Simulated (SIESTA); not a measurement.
The system is MgSe.

```
Se Mg
1.0
     0.00000    2.72550    2.72550
     2.72550    0.00000    2.72550
     2.72550    2.72550    0.00000
Se Mg
1 1
Direct
  0.50000 0.50000 0.50000
  0.00000 0.00000 0.00000
```

Base run:

```yaml
Program: SIESTA 5.4.2
Functional: BLYP
Potentials_or_basis: PseudoDojo 0.4 standard (PBE files)
Basis: DZP (energy shift 0.003 Ry; two zetas on semicore shells)
Grid_cutoff: 800 Ry
Energy_shift: 0.003 Ry
k_mesh: 8 × 8 × 8
Occupations: fermi-dirac, width 0.05 eV
Spin: no spin polarisation
```

Its results: band gap on the k mesh 2.03 eV, indirect (least direct gap 2.84 eV); pressure 6.4 GPa.

Task: The run is repeated on the same cell with these changes: functional from BLYP to vdW-DF-cx. What comes out?

Result: Band gap on the k mesh 2.08 eV, indirect (least direct gap 2.78 eV); pressure 3.0 GPa.

Caveats: the potentials were made for another functional, which shifts forces and pressure; the basis of atomic orbitals isn't converged, which shifts pressures, moduli and gaps.
